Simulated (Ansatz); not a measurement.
Here is an Ansatz 0.2.0 calculation.

File input.yaml:

```yaml
crystal:
  lattice:
    - [2.67, 0.0, 0.0]
    - [-1.335, 2.3122878281, 0.0]
    - [0.0, 0.0, 4.966]
  atoms:
    - { symbol: Zn, position: [0.6666666667, 0.3333333333, 0.75] }
    - { symbol: Zn, position: [0.3333333333, 0.6666666667, 0.25] }
hamiltonian:
  xc: revpbe
  pseudopotentials: { kind: paw }
kpoints:
  mp_grid: { grid: [7, 7, 3] }
  band_path:
    path:
      - [[0.0, 0.0, 0.0], [0.5, 0.0, 0.0], [0.3333333333, 0.3333333333, 0.0], [0.0, 0.0, 0.0], [0.0, 0.0, 0.5], [0.5, 0.0, 0.5], [0.3333333333, 0.3333333333, 0.5], [0.0, 0.0, 0.5]]
      - [[0.5, 0.0, 0.5], [0.5, 0.0, 0.0]]
      - [[0.3333333333, 0.3333333333, 0.0], [0.3333333333, 0.3333333333, 0.5]]
    npoints: 14
scf:
  occupations: { method: fermi_dirac, width: 0.05 }
  n_extra_bands: 6
output:
  forces: true
  stress: true
  eigenvalues: true
  fatbands: true
```

Potentials or basis: Ansatz PAW.

Command:

```console
$ ansatz run input.yaml --threads 2 --pin off --max-ram 5632MiB --backend cpu --events-out ev --progress --plain --runs-dir out
```

Question: Estimate the pressure.

Answer: 1.3 GPa.

Question: What does it give for the band gap on the k mesh?

Answer: None (metal or under the smearing width).

Levels at the corners of the path, in eV from the Fermi level:
| point | band 10 | band 11 | band 12 | band 13 | band 14 | band 15 |
| --- | --- | --- | --- | --- | --- | --- |
| Γ | -7.11 | -7.11 | -3.67 | -3.09 | 13.38 | 16.89 |
| M | -6.92 | -2.87 | -2.19 | 2.54 | 3.47 | 4.00 |
| K | -7.21 | -0.02 | -0.02 | 0.09 | 4.88 | 6.00 |
| Γ | -7.11 | -7.11 | -3.67 | -3.09 | 13.38 | 16.89 |
| A | -7.19 | -7.19 | -7.19 | 4.47 | 4.47 | 18.56 |
| L | -6.93 | -1.91 | -1.91 | 0.08 | 0.08 | 9.98 |
| H | -7.12 | 0.90 | 0.90 | 1.74 | 1.74 | 2.10 |
| A | -7.19 | -7.19 | -7.19 | 4.47 | 4.47 | 18.56 |
| L | -6.93 | -1.91 | -1.91 | 0.08 | 0.08 | 9.98 |
| M | -6.92 | -2.87 | -2.19 | 2.54 | 3.47 | 4.00 |
| K | -7.21 | -0.02 | -0.02 | 0.09 | 4.88 | 6.00 |
| H | -7.12 | 0.90 | 0.90 | 1.74 | 1.74 | 2.10 |

Caveat: the k mesh is coarse (spacing up to 0.42 Å⁻¹), so the values aren't converged; the PAW data sets come from PBE, with cores solved anew for the run's functional, which leaves a small shift of forces and pressure.
